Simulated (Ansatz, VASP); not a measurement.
**V in VASP and in Ansatz**

INCAR

```
PREC = Accurate
ENCUT = 520
EDIFF = 1E-6
ISMEAR = -1
SIGMA = 0.1
LREAL = False
LASPH = True
NELM = 60
ALGO = Normal
ISIF = 2
LWAVE = False
LCHARG = False
NBANDS = 12
```

KPOINTS

```
Automatic mesh
0
Gamma
  25 25 25
```

The input POSCAR:

```
V
1.0
   -1.4829121457      1.4829121457      1.4829121457
    1.4829121457     -1.4829121457      1.4829121457
    1.4829121457      1.4829121457     -1.4829121457
V
1
Direct
    0.0000000000      0.0000000000      0.0000000000
```

Input for Ansatz:

```yaml
crystal:
  lattice:
    - [-1.4829121457, 1.4829121457, 1.4829121457]
    - [1.4829121457, -1.4829121457, 1.4829121457]
    - [1.4829121457, 1.4829121457, -1.4829121457]
  atoms:
    - { symbol: V, position: [0.0, 0.0, 0.0] }
hamiltonian:
  xc: lda
  pseudopotentials:
    kind: paw
    azcp:
      V: "pseudopotentials/V.paw.azcp"
basis:
  ecutwfc: 420
  fft_grid_basis: typed
kpoints:
  mp_grid: { grid: [25, 25, 25], shift: [0, 0, 0] }
magnetization:
  spin_polarized: false
scf:
  occupations: { method: fermi_dirac, width: 0.1 }
output:
  stress: true
```

Alike in both runs: task single point; functional LDA; k mesh 25 × 25 × 25; occupations fermi-dirac, width 0.1 eV; no spin polarisation.

```csv
,VASP,Ansatz
version,VASP 6.6.1,Ansatz 0.2.0
potentials or method,"VASP PAW LDA potentials, release 64 (V_sv)","plane waves (420 eV) with PAW, scalar-relativistic"
plane-wave cutoff (eV),520,420
valence electrons in the cell,13,13
```

VASP gave:

* pressure (GPa): -7.2

Question: Estimate Ansatz's values.

Answer: Pressure (GPa): -7.6.

Ansatz warned: «pseudo_functional_mismatch».
